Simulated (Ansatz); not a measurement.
Ta2C under changes of volume

One of the cells (13.774 Å³/atom); the others are scaled copies at fixed shape and fractional positions:

```
CELL_PARAMETERS angstrom
3.10590 0.00000 0.00000
-1.55295 2.68979 0.00000
0.00000 0.00000 4.94640
ATOMIC_POSITIONS crystal
Ta 0.66667 0.33333 0.74799
Ta 0.33333 0.66667 0.25201
C 0.00000 0.00000 0.00000
```

| Item | Value |
| --- | --- |
| Program | Ansatz 0.2.0 |
| Functional | LDA |
| Potentials or basis | Ansatz PAW |
| Cutoff | 420 eV (not typed: the program's choice for these potentials) |
| k mesh | 10 × 10 × 6 |
| Occupations | fermi-dirac, width 0.05 eV |
| Spin | no spin polarisation |

```tsv
volume (Å³/atom)	energy over the lowest point (meV/atom)	pressure (GPa)	largest force (eV/Å)
12.948	12.81	10.6	0.457
13.223	0.71	3.6	0.243
13.499	0.00	-2.7	0.047
13.774	?	?	?
14.050	28.27	-13.4	0.300
14.325	55.30	-18.0	0.454
14.601	89.78	-22.1	0.596
```

Question: What does the run at 13.774 Å³/atom give?

Answer: Energy over the lowest point 9.53 meV/atom; pressure -8.3 GPa; largest force 0.134 eV/Å.

Worked out: A Birch-Murnaghan fit of order 3 (a polynomial in V^(-2/3)) to the other rows has its minimum at 13.38 Å³/atom with B0 = V·E''(V) = 303 GPa and B' = 4.2 at fixed shape and positions, which overstates the stiffness. It gives 9.52 meV/atom at 13.774 Å³/atom, against the run's 9.53, and -dE/dV = -8.3 GPa, against -8.3.

Energies are extrapolated to zero smearing.

Caveats: the PAW data sets come from PBE, with cores solved anew for the run's functional, which leaves a small shift of forces and pressure.
